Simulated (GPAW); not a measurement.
# AlN in GPAW: the effect of functional

Crystal: AlN.

```
CELL_PARAMETERS angstrom
0.00000 2.18399 2.18399
2.18399 0.00000 2.18399
2.18399 2.18399 0.00000
ATOMIC_POSITIONS crystal
Al 0.00000 0.00000 0.00000
N 0.25000 0.25000 0.25000
```

Measurements of this composition are mostly on another form, of space group No. 186.

Alike in all runs:

* Program: GPAW 26.7.0
* Task: dielectric tensor
* Cutoff: 550 eV
* Basis: pw
* k mesh: 8 × 8 × 8
* Occupations: fermi-dirac, width 0.001 eV
* Spin: no spin polarisation

| functional | potentials or basis | dielectric constant (mean) |
| --- | --- | --- |
| LDA | the program's PAW data sets (release 1.2.1) made for this functional | 4.42 |
| AM05 | PAW data sets generated in the run's folder for this functional | 4.44 |
| PBEsol | PAW data sets generated in the run's folder for this functional | 4.46 |
| PBE | GPAW PAW data sets (gpaw-data 1.2.1) | 4.36 |
| RPBE | the program's PAW data sets (release 1.2.1) made for this functional | 4.33 |
| GLLB-SC | the program's PAW data sets (release 1.2.1) made for this functional | ? |

Q: What does the run with functional GLLB-SC give?

A: Dielectric constant 3.79 mean.

Caveats: the long-wavelength limit can be off by a per cent or two; a model potential gives levels but no total energy (some runs); response on these states lacks terms of the Hamiltonian (some runs).
